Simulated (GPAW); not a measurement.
Input of a GPAW 26.7.0 run:

File run.py:

```python
from ase.dft.bandgap import bandgap
from ase.io import read, write
from ase.units import GPa
from gpaw import GPAW, PW, setup_paths

setup_paths.insert(0, '.')

atoms = read('CdS.cif')

calc = GPAW(mode=PW(600),
            xc='PBE',
            kpts={'size': (5, 5, 3), 'gamma': True},
            occupations={'name': 'fermi-dirac', 'width': 0.05},
            nbands=31,
            convergence={'density': 1e-05, 'energy': 1e-05},
            maxiter=150,
            txt='gpaw.txt')
atoms.calc = calc
energy = atoms.get_potential_energy()
forces = atoms.get_forces()
stress = atoms.get_stress()
calc.write('gs.gpw')
write('result.traj', atoms)
print(f'Energy: {energy:.6f} eV')
print('Forces (eV/A):')
print(forces.round(4))
print('Stress (GPa):', (stress / GPa).round(3))
print('Fermi level:', round(calc.get_fermi_level(), 4), 'eV')
print(f'Gap: {bandgap(calc)[0]:.4f} eV, direct: {bandgap(calc, direct=True)[0]:.4f} eV')

path = atoms.cell.bandpath('GMKGALHA,LM,KH', npoints=100, eps=1e-4)
bs_calc = calc.fixed_density(kpts=path, symmetry='off', nbands=51,
                             convergence={'bands': 'CBM+6.0', 'eigenstates': 1e-6}, txt='bands.txt')
bs = bs_calc.band_structure()
bs.write('bs.json')
print(f'Gap on the path: {bandgap(bs_calc)[0]:.4f} eV')
```

The input CdS.cif:

```cif
data_CdS
_cell_length_a 4.15000000
_cell_length_b 4.15000000
_cell_length_c 6.73700000
_cell_angle_alpha 90.00000000
_cell_angle_beta 90.00000000
_cell_angle_gamma 120.00000000
_space_group_name_H-M_alt 'P1'
_space_group_name_Hall 'P 1'
_space_group_IT_number 1
loop_
_space_group_symop_operation_xyz
'x,y,z'
loop_
_atom_site_label
_atom_site_type_symbol
_atom_site_symmetry_multiplicity
_atom_site_Wyckoff_symbol
_atom_site_fract_x
_atom_site_fract_y
_atom_site_fract_z
_atom_site_occupancy
Cd1 Cd 1 a 0.6666666667 0.3333333333 0.5000000000 1
Cd2 Cd 1 a 0.3333333333 0.6666666667 0.0000000000 1
S1 S 1 a 0.6666666667 0.3333333333 0.8750000000 1
S2 S 1 a 0.3333333333 0.6666666667 0.3750000000 1
```

Potentials or basis: PAW data sets generated in the run's folder for this functional, pw.

Command:

```console
$ gpaw-setup -f PBE Cd S
$ OMP_NUM_THREADS=1 python run.py
```

(1) What does it give for the pressure?

(2) Estimate the band gap along the path.

## Answers

(1) 1.8 GPa.

(2) 1.18 eV, direct.

**The experiment to reproduce.**

From “Isotope dependence of band-gap energy”, 2008, arxiv:0807.2152, for a bulk crystal of CdS: band gap 2.5809 ± 0.0002 eV.

Measured gap of CdS: 2.5809 eV (quoted in “Isotope dependence of band-gap energy”, 2008, arxiv:0807.2152). This calculation gives 1.18 eV (-1.41 eV). So large a miss can be the level of theory's own, or it may mean another phase, state or a wrong row. Spin-orbit coupling on Cd is left out. The value is that of PBE, without temperature or zero-point motion. Semilocal functionals fall short of measured gaps as a rule.
